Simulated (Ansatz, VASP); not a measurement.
## One calculation of HfN, two programs

```
Hf N
1.0
     0.00000    2.27390    2.27390
     2.27390    0.00000    2.27390
     2.27390    2.27390    0.00000
Hf N
1 1
Cartesian
  0.0000 0.0000 0.0000
  2.2739 2.2739 2.2739
```

Alike in both runs: functional PBE; k mesh 16 × 16 × 16; occupations gaussian, width 0.1 eV; no spin polarisation.

Ansatz relaxed the structure, and its values are those at the end. VASP's run is a single point on that final structure, the one shown.

```csv
,VASP,Ansatz
version,VASP 6.6.1,Ansatz 0.2.0
potentials or method,"VASP PAW PBE potentials, release 64 (Hf_pv, N)","scalar-relativistic, plane waves, PAW"
plane-wave cutoff (eV),520,420
valence electrons in the cell,15,31
```

```csv
,VASP,Ansatz,Ansatz less VASP
gap on the k mesh at the Fermi level (eV),none,none,-
pressure (GPa),-2.3,0.0,+2.34
```

A gap of «none» marks a metal or a gap that the smearing closes. The two sets of potentials don't hold the same shells in valence.

Spin-orbit coupling is left out, which matters for the levels of Hf.
